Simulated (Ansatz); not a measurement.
Write a Python script for Ansatz 0.2.0, Python API that makes a calculation of the elastic constants of C, space group C2/m. Level of theory (first run): LDA, PAW, cutoff 510 eV, 21×21×12 k-points, Fermi-Dirac smearing of 0.1 eV.

```yaml
crystal:
  lattice:
    - [2.12732, -1.22828, 0.00000]
    - [2.12732, 1.22828, 0.00000]
    - [-1.37907, 0.00000, 3.50283]
  atoms:
    - { symbol: C, position: [0.83336, 0.83336, 0.00009] }
    - { symbol: C, position: [0.16664, 0.16664, 0.99991] }
```

The script, `elastic_c.py`:
```python
'''Elastic constants of C.'''

from dataclasses import replace

import ansatz as az
import numpy as np

config = {
    'functional': 'lda',
    'cutoff_ev': 510,
    'occupations': 'fermi_dirac',
    'sigma': 0.1,
    'mesh': (21, 21, 12),
}


def main() -> None:
    lattice = az.Lattice.of(
        (2.12732, -1.22828, 0.0),
        (2.12732, 1.22828, 0.0),
        (-1.37907, 0.0, 3.50283),
    )
    sites = [
        ('C', (0.83336, 0.83336, 9e-05)),
        ('C', (0.16664, 0.16664, 0.99991)),
    ]
    structure = az.Crystal(lattice=lattice)
    for symbol, position in sites:
        structure = structure.atom(symbol, position)

    job = (
        structure.calculation()
        .functional(config['functional'])
        .basis(config['cutoff_ev'])
        .occupations(config['occupations'], width=config['sigma'])
        .kpoints(*config['mesh'])
    )
    # relax, then strain
    rest = job.relax(cell=True).run(threads=1).lattice
    relaxed = az.Crystal(lattice=az.Lattice.of(rest.cell_ang))
    for site in rest.sites:
        relaxed = relaxed.atom(site.symbol, site.position_frac)
    job = replace(job, crystal=relaxed)
    print('relaxed volume {:.3f} A^3'.format(abs(np.linalg.det(rest.cell_ang))))
    res = job.elastic(az.ElasticMode.RELAXED_ION, amplitude=0.003).run(threads=1)
    elastic = res.elastic

    C = np.asarray(elastic.c_gpa)
    for i in range(6):
        for j in range(i, 6):
            if abs(C[i, j]) > 0.05:
                print(f'C{i + 1}{j + 1} = {C[i, j]:.1f} GPa')
    print('smallest eigenvalue of C:', round(elastic.stability.min_eigenvalue_gpa, 1), 'GPa; tensor positive definite:', elastic.stability.min_eigenvalue_gpa > 0)
    # averaged moduli need a positive definite tensor
    if elastic.stability.min_eigenvalue_gpa > 0:
        m = elastic.moduli
        anisotropy = 5 * m.g_voigt_gpa / m.g_reuss_gpa + m.k_voigt_gpa / m.k_reuss_gpa - 6
        print(f'Voigt K {m.k_voigt_gpa:.1f} G {m.g_voigt_gpa:.1f}; Reuss K {m.k_reuss_gpa:.1f} G {m.g_reuss_gpa:.1f}; universal anisotropy index {anisotropy:.3f}')


if __name__ == '__main__':
    main()
```

```console
$ python elastic_c.py
relaxed volume 17.228 A^3
C11 = 1097.1 GPa
C12 = 209.4 GPa
C13 = -2.7 GPa
C15 = -7.8 GPa
C22 = 1097.2 GPa
C23 = -2.7 GPa
C25 = 0.6 GPa
C33 = 30.1 GPa
C35 = 0.1 GPa
C44 = 4.7 GPa
C46 = -0.7 GPa
C55 = 4.8 GPa
C66 = 443.9 GPa
smallest eigenvalue of C: 4.7 GPa; tensor positive definite: True
Voigt K 292.5 G 225.4; Reuss K 28.5 G 10.6; universal anisotropy index 110.505
```

A positive definite tensor excludes instabilities under uniform strain alone; phonons elsewhere in the zone can still be imaginary. Within a few hundredths of an angstrom the cell has the higher group R-3m; the lower one is a small distortion. The structure is layered, and without a dispersion term the spacing of the layers is poorly determined. The cell relaxed to the group R-3m; tensors and edges are in the axes of the typed cell. An opening on this mesh may only mean that it misses a point where bands touch. Shear constants of a metal converge slowly with the k-point mesh and can be wrong in sign on a coarse one; the constants belong to the cell that was strained. The whole script took 30 min on 1 thread of Arm Neoverse V2, with other jobs on the host, peak memory 0.97 GiB.

(A comment or docstring line of the script was reworded after the run, the code is as it ran.)
